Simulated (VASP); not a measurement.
Input of a VASP 6.6.1 run:

Contents of INCAR:

```
SYSTEM = TePb
  PREC = Accurate
  ENCUT = 520
  EDIFF = 1E-7
  ISMEAR = -1
  SIGMA = 0.1
  LREAL = .False.
  LASPH = .True.
  NELM = 80
  ALGO = Normal
  ISIF = 2
  LWAVE = .False.
  LCHARG = .False.
  GGA = CA
  NBANDS = 17
```

File KPOINTS:

```
Automatic mesh
0
Gamma
  6 6 6
  0 0 0
```

The input POSCAR:

```
TePb
1.0
    0.0000000000      3.2310000000      3.2310000000
    3.2310000000      0.0000000000      3.2310000000
    3.2310000000      3.2310000000      0.0000000000
Te Pb
1 1
Direct
    0.5000000000      0.5000000000      0.5000000000
    0.0000000000      0.0000000000      0.0000000000
```

Potentials or basis: VASP PAW LDA potentials, release 64 (Te, Pb_d).

The run is started by

```sh
$ cat potpaw_LDA.64/Te/POTCAR potpaw_LDA.64/Pb_d/POTCAR > POTCAR
$ mpirun -np 1 vasp_std > vasp.out
```

**Question.** What does it give for the pressure?

**Answer.** -1.6 GPa.

**Question.** Estimate the band gap on the k mesh.

**Answer.** 0.64 eV, direct.

Caveat: spin-orbit coupling is left out, which moves the levels of the heavy elements.

**The experiment to reproduce.**

From a printed reference work, monograph, for a bulk crystal of TePb at 4.2 K: band gap 0.19 eV (direct).

Measured gap of TePb: 0.19 eV (direct; 4.2 K; a printed reference work, monograph). This calculation gives 0.64 eV (+0.45 eV). Spin-orbit coupling on Pb, Te is left out. The value is that of LDA on a finite k mesh, which can miss the band edges, without temperature or zero-point motion.
